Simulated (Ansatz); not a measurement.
**Te (P3_121) under several functionals**

Plane-wave DFT in Ansatz with scalar-relativistic PAW potentials. The same structure was relaxed (cell and atoms, symmetry kept) in separate runs at each level. No spin polarisation.

```tsv
level	cutoff (eV)	k mesh	V (Å³/atom)	a (Å)	c (Å)	gap (eV)
PBEsol	420	12×12×8	32.061	4.318	5.956	0.00
PBE+D3(BJ)	420	12×12×8	32.109	4.316	5.970	0.00
r2SCAN	500	9×9×6	36.399	4.619	5.910	0.59
```

Problem. Where does PBE (420 eV, k mesh 9×9×6) fall?

Solution. V (Å³/atom) 35.153, a (Å) 4.524, c (Å) 5.950, gap (eV) 0.24. Its volume is between those of PBE+D3(BJ) and r2SCAN. The usual order of volumes, PBEsol < PBE, holds here (32.061, 35.153 Å³/atom). As a rule PBEsol, built on the gradient expansion of slowly varying densities, lies between LDA and PBE; PBE's stronger gradient term for exchange weakens bonds. Adding D3 to PBE changes the volume by -8.7 %; the term is attractive, so it pulls cells in. r2SCAN lies 3.5 % over PBE in volume. Each gap belongs to its own cell, so it mixes the functional's effect with that of the volume; gaps are the least found on the k mesh or on a band path.

Spin-orbit coupling is left out, which matters for the bands of heavy elements. An odd mesh misses points on the zone edge, so a gap read on it can be too wide.